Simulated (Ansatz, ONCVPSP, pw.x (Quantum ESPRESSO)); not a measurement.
pw.x on fcc O: one setting changed

Potential: optimised norm-conserving Vanderbilt (ONCV), ONCVPSP 4.0.1.1 (patched build), PBE; core [He], reference 2s2 2p2; waves: 2s: rc 0.66 bohr, ncon 3, nbas 7, qcut 10.1 1/bohr, 2 projectors, debl 3.8 Ha; 2p: rc 1.28 bohr, ncon 4, nbas 9, qcut 14.1 1/bohr, 2 projectors, debl 0.4 Ha; d scattering state at 0.04 Ha: rc 1.02 bohr, ncon 5, nbas 9, qcut 10.4 1/bohr, 1 projector; local part: polynomial inside 0.46 bohr (lpopt 1, dvloc0 -1 Ha); core correction: Teter function, fcfact 4, rcfact 1.35. In the p channel the program set the typed energies aside and used -1.589, 0.250 Ha.

The reference run (k-mesh 18³, cutoffs 145/580 Ry, Fermi–Dirac 0.01 Ry, mixing_beta 0.4, conv_thr 1e-9, no spin) gives -0.41 GPa at 8.041 Å³/atom, where all-electron LAPW gives 0.14 GPa. This run, with its own iteration cap, changes mixing_mode to local-TF.

```
&control
  calculation='scf', prefix='x', pseudo_dir='./', outdir='./tmp', tstress=.true., disk_io='none'
/
&system
  ibrav=0, nat=1, ntyp=1, ecutwfc=145, ecutrho=580, nbnd=10,
  occupations='smearing', smearing='fd', degauss=0.01
/
&electrons
  conv_thr=1e-09, mixing_beta=0.4, electron_maxstep=50, mixing_mode='local-TF'
/
ATOMIC_SPECIES
O 1.0 O.UPF
CELL_PARAMETERS angstrom
  0.00000000 1.59010824 1.59010824
  1.59010824 0.00000000 1.59010824
  1.59010824 1.59010824 0.00000000
ATOMIC_POSITIONS crystal
O 0.0000 0.0000 0.0000
K_POINTS automatic
18 18 18 0 0 0
```

```bash
pw.x < O.scf.in > O.scf.out
```

Task: How does the run end?

Result: It converges in 13 iterations; the free energy moves by +0.0 meV/atom and the pressure by +0.01 GPa. The result is that of the reference run.

```
Message from routine setup:
     using ibrav=0 with symmetry is DISCOURAGED, use correct ibrav instead
     lattice parameter (alat)  =       4.2495  a.u.
     unit-cell volume          =      54.2634 (a.u.)^3
     number of electrons       =         6.00
     number of Kohn-Sham states=           10
     kinetic-energy cutoff     =     145.0000  Ry
     charge density cutoff     =     580.0000  Ry
     scf convergence threshold =      1.0E-09
     Exchange-correlation= PBE
     number of k points=   195  Fermi-Dirac smearing, width (Ry)=  0.0100
     iteration #  1     ecut=   145.00 Ry     beta= 0.40
     total energy              =     -32.63503268 Ry
     estimated scf accuracy    <       1.10670777 Ry
     iteration #  2     ecut=   145.00 Ry     beta= 0.40
     total energy              =     -32.44374084 Ry
     estimated scf accuracy    <       0.38309401 Ry
     iteration #  3     ecut=   145.00 Ry     beta= 0.40
     total energy              =     -32.51227418 Ry
     estimated scf accuracy    <       0.00049994 Ry
     [... 7 iterations left out ...]
     iteration # 11     ecut=   145.00 Ry     beta= 0.40
     total energy              =     -32.51336413 Ry
     estimated scf accuracy    <       0.00000013 Ry
     iteration # 12     ecut=   145.00 Ry     beta= 0.40
     total energy              =     -32.51336413 Ry
     estimated scf accuracy    <          8.9E-09 Ry
     iteration # 13     ecut=   145.00 Ry     beta= 0.40
     the Fermi energy is     4.6878 ev
!    total energy              =     -32.51336413 Ry
     estimated scf accuracy    <          3.6E-11 Ry
     smearing contrib. (-TS)   =      -0.00561380 Ry
     The total energy is F=E-TS. E is the sum of the following terms:
     one-electron contribution =      -2.53578846 Ry
     hartree contribution      =       5.04143995 Ry
     xc contribution           =      -7.54880517 Ry
     ewald contribution        =     -27.46459665 Ry
     convergence has been achieved in  13 iterations
          total   stress  (Ry/bohr**3)                   (kbar)     P=       -3.95
     Message from routine punch:
     Nothing written, as per user request (disk_io='none')
```

The run took about 53 s on one core of a shared host (Neoverse-V2, 64 threads, 251 GiB, load 30).
